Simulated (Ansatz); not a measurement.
Runs of Ansatz 0.2.0 on V. Symmetry: P6_3/mmc, No. 194, hexagonal system. Conventional cell: a = 2.604 Å, b = 2.604 Å, c = 4.723 Å, α = 90.00°, β = 90.00°, γ = 120.00°. V (site symmetry -6m2) is surrounded by 12 V at 2.60 to 2.80 Å. This isn't the form of V at room conditions, which is bcc.

```tsv
potentials or basis	cutoff (eV)	V0 of scaled cells (Å³/atom)	B0 (GPa)
Ansatz PAW	420	13.31	188
PseudoDojo standard	1143	13.31	188
Ansatz PAW earlier set	840	13.31	188
JTH PAW	1410	13.36	(a)
PseudoDojo stringent	1143	13.31	188
```

Alike in all rows: task equation of state; level PBEsol; spin collinear, ferromagnetic start; cell as given; k mesh 12 × 12 × 6; smearing fermi-dirac 0.05 eV.

Estimate the missing entries.

(a) 187.

Caveats: the cell was scaled at fixed shape and fractional positions, which overstates the stiffness of a crystal with free parameters, most of all of layers and chains.
